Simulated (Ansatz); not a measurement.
Start from LaAlO$_{3}$ (space group R-3c, No. 167; a = 5.413 Å, c = 13.193 Å (hexagonal axes)).

Computed with Kohn–Sham DFT with the PBE functional, run in Ansatz (a quantum-chemistry and plane-wave program) with PAW and 420 eV plane waves, scalar-relativistic without spin-orbit coupling.

Before the change:

The band gap comes out as 4.02 eV and the gap character is indirect, F → Γ. The smallest direct gap is 4.08 eV.

The change: every lattice vector is stretched by 0.34 %, atoms relaxed at fixed cell.

Q: How does this affect the band gap?

A: The band gap increases by 0.011 eV to 4.04 eV.

Q: Predict the new gap character.

A: The gap character is still indirect, F → Γ.

Q: What does the calculation give for the energy relative to the base after the change?

A: The energy grows by 0.6 meV/atom.

Q: What happens to the smallest direct gap?

A: The smallest direct gap rises by 0.016 eV to 4.09 eV.

The cells carry an imposed strain or load. No phonon test of stability was made.
